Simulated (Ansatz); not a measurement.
# MgO (CsCl type): the cost of one run

Computed with Ansatz 0.2.0 (DFT PBE, scalar-relativistic, plane waves, PAW, unless a step's input says otherwise).

## 1. The system as given

Symmetry: Pm-3m, No. 221, cubic system. Conventional cell: a = 2.292 Å, b = 2.292 Å, c = 2.292 Å, α = 90.00°, β = 90.00°, γ = 90.00°. Around Mg (site symmetry m-3m) lie 8 O at 1.98 Å. O (site symmetry m-3m) is surrounded by 8 Mg at 1.98 Å.

Structure file:

```
Mg O
1.0
     2.29193    0.00000    0.00000
     0.00000    2.29193    0.00000
     0.00000    0.00000    2.29193
Mg O
1 1
Direct
  0.00000 0.00000 0.00000
  0.50000 0.50000 0.50000
```

## 2. Volume × 1.3

Input file input.yaml:

```yaml
crystal:
  lattice:
    - [2.2919250544, 0.0, 0.0]
    - [0.0, 2.2919250544, 0.0]
    - [0.0, 0.0, 2.2919250544]
  atoms:
    - { symbol: Mg, position: [0.0, 0.0, 0.0] }
    - { symbol: O, position: [0.5, 0.5, 0.5] }
scf:
  occupations: { method: fixed }
output:
  forces: true
  stress: true
  eigenvalues: true
  write_density: true
  write_potential: true
  elf: true
  volumetric_format: npy
hamiltonian:
  xc: pbe
basis:
  ecutwfc: 700
kpoints:
  mp_grid: { grid: [12, 12, 12] }
```

Started as:

```bash
$ ansatz run input.yaml --threads 1 --pin off --max-ram 2867MiB --backend cpu --events-out ev --progress --plain --runs-dir out
```

What time and memory should one allow on 1 thread of Intel Xeon at 2.30GHz, shared host?

About 1.4 s, with a peak of 0.34 GiB.
